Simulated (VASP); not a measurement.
# BeTe, excitons by G0W0 and the Bethe-Salpeter equation: which settings are enough?

BeTe, F-43m (no. 216), 2 atoms in the cell. PBE, G0W0 and BSE; PAW potentials Te_GW, Be_GW (PBE set). VASP 6.6.1.

Wanted: first bright excitation within 0.05 eV; spectrum broadened by 0.3 eV (imaginary part of ε) within 12 %.

GW step before the BSE: G0W0.

POSCAR:
```
BeTe
1.0
    0.0000000000      2.7700000000      2.7700000000
    2.7700000000      0.0000000000      2.7700000000
    2.7700000000      2.7700000000      0.0000000000
Te Be
1 1
Direct
    0.7500000000      0.7500000000      0.7500000000
    0.0000000000      0.0000000000      0.0000000000
```

The series start from Conduction bands in the pairs: 4; Valence bands in the pairs: 3; Largest pair energy, which also ends the spectrum (eV): 25; Grid for exchange-like terms: Normal; Cutoff of the response function (eV): 120; Bands in all (NBANDS): 64; Frequency points: 48; k mesh: 3 × 3 × 3. Each series keeps the choices made before it, and each single choice may use up half of a tolerance. Times cover all steps of a run.

## Conduction bands in the pairs

| Conduction bands in the pairs | First bright excitation (eV) | Spectrum broadened by 0.3 eV (imaginary part of ε), largest deviation against the largest value | Time (s) |
|---|---|---|---|
| 1 | 4.152 | 39 % | 5.4 |
| 2 | 4.144 | 25 % | 5.5 |
| 4 | 4.160 | 3.6 % | 5.7 |
| 6 | 4.159 | 1.8 % | 5.9 |
| 8 (reference) | 4.158 | 0 % | 6.1 |

## Valence bands in the pairs

| Valence bands in the pairs | First bright excitation (eV) | Spectrum broadened by 0.3 eV (imaginary part of ε), largest deviation against the largest value | Time (s) |
|---|---|---|---|
| 1 | 4.148 | 60 % | 5.4 |
| 2 | 4.142 | 12 % | 5.5 |
| 3 | 4.160 | 0.48 % | 5.7 |
| 4 (reference) | 4.159 | 0 % | 5.7 |

## Largest pair energy, which also ends the spectrum (eV)

| Largest pair energy, which also ends the spectrum (eV) | First bright excitation (eV) | Spectrum broadened by 0.3 eV (imaginary part of ε), largest deviation against the largest value | Time (s) |
|---|---|---|---|
| 6 | 4.170 | 28 % | 5.6 |
| 9 | 4.162 | 1.7 % | 5.6 |
| 13 | 4.160 | 0.52 % | 5.6 |
| 18 | 4.160 | 0.002 % | 5.6 |
| 25 (reference) | 4.160 | 0 % | 5.7 |

## Grid for exchange-like terms

| Grid for exchange-like terms | First bright excitation (eV) | Spectrum broadened by 0.3 eV (imaginary part of ε), largest deviation against the largest value | Time (s) |
|---|---|---|---|
| Normal | 4.162 | 0 % | 5.6 |
| Fast | 4.162 | 0.01 % | 5.4 |

## Cutoff of the response function (eV)

| Cutoff of the response function (eV) | First bright excitation (eV) | Spectrum broadened by 0.3 eV (imaginary part of ε), largest deviation against the largest value | Time (s) |
|---|---|---|---|
| 50 | 3.944 | 33 % | 5.2 |
| 80 | 4.085 | 7.6 % | 5.3 |
| 120 | 4.162 | 1.1 % | 5.6 |
| 160 (reference) | 4.176 | 0 % | 6.0 |

## Bands in all (NBANDS)

| Bands in all (NBANDS) | First bright excitation (eV) | Spectrum broadened by 0.3 eV (imaginary part of ε), largest deviation against the largest value | Time (s) |
|---|---|---|---|
| 28 | 4.110 | 4.9 % | 5.0 |
| 44 | 4.142 | 2.9 % | 5.1 |
| 64 | 4.162 | 1.4 % | 5.6 |
| 104 (reference) | 4.182 | 0 % | 6.1 |

## Frequency points

| Frequency points | First bright excitation (eV) | Spectrum broadened by 0.3 eV (imaginary part of ε), largest deviation against the largest value | Time (s) |
|---|---|---|---|
| 24 | 4.372 | 22 % | 16 |
| 36 | 4.173 | 1.2 % | 5.2 |
| 48 | 4.162 | 0.27 % | 5.6 |
| 72 (reference) | 4.158 | 0 % | 5.3 |

## k mesh

| k mesh | First bright excitation (eV) | Spectrum broadened by 0.3 eV (imaginary part of ε), largest deviation against the largest value | Time (s) |
|---|---|---|---|
| 2 × 2 × 2 | 4.099 | 285 % | 3.8 |
| 3 × 3 × 3 | 4.173 | 123 % | 5.2 |
| 4 × 4 × 4 | 4.214 | 53 % | 10 |
| 5 × 5 × 5 | 4.249 | 17 % | 23 |
| 6 × 6 × 6 (reference) | 4.289 | 0 % | 55 |

## Question

The rows run from the loosest to the tightest (no order: grid for exchange-like terms). For each series: choose the loosest value from which every tighter one stays within half of the tolerance; where there is no order, keep the first row unless others stay within half of the tolerance and take at least 30 % less time, and then take the fastest.

## Answer

- Conduction bands in the pairs: 4
- Valence bands in the pairs: 3
- Largest pair energy, which also ends the spectrum (eV): 9
- Grid for exchange-like terms: Normal
- Cutoff of the response function (eV): 120
- Bands in all (NBANDS): 64
- Frequency points: 36
- k mesh: 6 × 6 × 6, the tightest run, since the next looser one is off by more than half of the tolerance (convergence isn't shown beyond it)

## All choices together

| Input | First bright excitation (eV) | Spectrum broadened by 0.3 eV (imaginary part of ε), largest deviation against the largest value | Time (s) |
|---|---|---|---|
| coarsest mesh, default bands (naive) | 4.081 | 274 % | 4.3 |
| chosen settings | 4.289 | 7.4 % | 55 |
| reference settings throughout | 4.322 | 0 % | 146 |

The chosen settings stay within the tolerance of the reference run, but the reference itself isn't shown to be converged in: k mesh.

## The input

INCAR.step1:
```
EDIFF = 1E-8 ; ENCUT = 250
ISMEAR = 0 ; KPAR = 4
LASPH = True ; LCHARG = False
LWAVE = True ; PREC = Accurate
SIGMA = 0.02
```

INCAR.step2, as INCAR.step1 but for:
```
- EDIFF = 1E-8
+ ALGO = Exact
+ EDIFF = 1E-7
+ ISTART = 1
+ LOPTICS = True
+ NBANDS = 64
+ NEDOS = 2000
+ NELM = 1
```

INCAR.step3:
```
ALGO = EVGW0 ; ENCUT = 250
ENCUTGW = 120 ; ISMEAR = 0
ISTART = 1 ; KPAR = 4
LASPH = True ; LCHARG = False
LWAVE = True ; NBANDS = 64
NBANDSGW = 20 ; NELMGW = 1
NOMEGA = 36 ; PREC = Accurate
PRECFOCK = Fast ; SIGMA = 0.02
```

INCAR.step4:
```
ALGO = BSE ; ANTIRES = 0
CSHIFT = 0.15 ; ENCUT = 250
ENCUTGW = 120 ; IBSE = 2
ISMEAR = 0 ; ISTART = 1
KPAR = 4 ; LASPH = True
LCHARG = False ; LWAVE = False
NBANDS = 64 ; NBANDSO = 3
NBANDSV = 4 ; NBSEEIG = 4
NOMEGA = 1000 ; OMEGAMAX = 9
PREC = Accurate ; PRECFOCK = Normal
SIGMA = 0.02
```

KPOINTS:
```
Automatic mesh
0
Gamma
  6 6 6
  0 0 0
```

Commands (each step's output is kept before the next begins):
```
cat potpaw_PBE.64/Te_GW/POTCAR potpaw_PBE.64/Be_GW/POTCAR > POTCAR
cp INCAR.step1 INCAR
mpirun -np 4 vasp_std > vasp.out
cp INCAR.step2 INCAR
mpirun -np 4 vasp_std > vasp.out
cp INCAR.step3 INCAR
mpirun -np 4 vasp_std > vasp.out
cp INCAR.step4 INCAR
mpirun -np 4 vasp_std > vasp.out
```

Limits: The 6×6×6 mesh is coarse for a spectrum: peaks stand apart that a denser mesh merges; spin-orbit coupling is left out, which can matter with atoms this heavy; bands, mesh and cutoff of the G0W0 step are small, so absolute energies aren't converged; the pairs hold 3 valence and 4 conduction bands, and what lies beyond is missing from ε.

The chosen input took VASP 6.6.1 55 s on 4 cores (AMD EPYC 9R45 (Zen 5)), a shared host.

## An input that fails: no GW step

What the run shows: Could not read all WFULLXXXX.tmp/WXXXX.tmp. Make sure that these files are present or rerun the GW calculation.

Changes against the starting input:
```
(step 3)
- ALGO = EVGW0
- NELMGW = 1
+ ALGO = None
```
